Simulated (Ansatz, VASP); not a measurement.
One calculation of Ti, two programs

```
Ti
1.0
     2.86387    0.00000    0.00000
    -1.43193    2.48018    0.00000
     0.00000    0.00000    4.53999
Ti
2
Direct
  0.33333 0.66667 0.25000
  0.66667 0.33333 0.75000
```

Alike in both runs: task single point; functional LDA; k mesh 18 × 18 × 10; occupations fermi-dirac, width 0.1 eV; no spin polarisation.

```csv
,VASP,Ansatz
version,VASP 6.6.1,Ansatz 0.2.0
potentials or method,"VASP PAW LDA potentials, release 64 (Ti_sv)","plane waves (420 eV) with PAW, scalar-relativistic"
plane-wave cutoff (eV),520,420
valence electrons in the cell,24,24
```

Ansatz gave:

| Property | Result |
| --- | --- |
| pressure (GPa) | 0.0 |
| largest component of the traceless stress (GPa) | 0.05 |

Which values does VASP return?

Pressure (GPa): -0.1; largest component of the traceless stress (GPa): 0.03.

Ansatz warned: «pseudo_functional_mismatch».
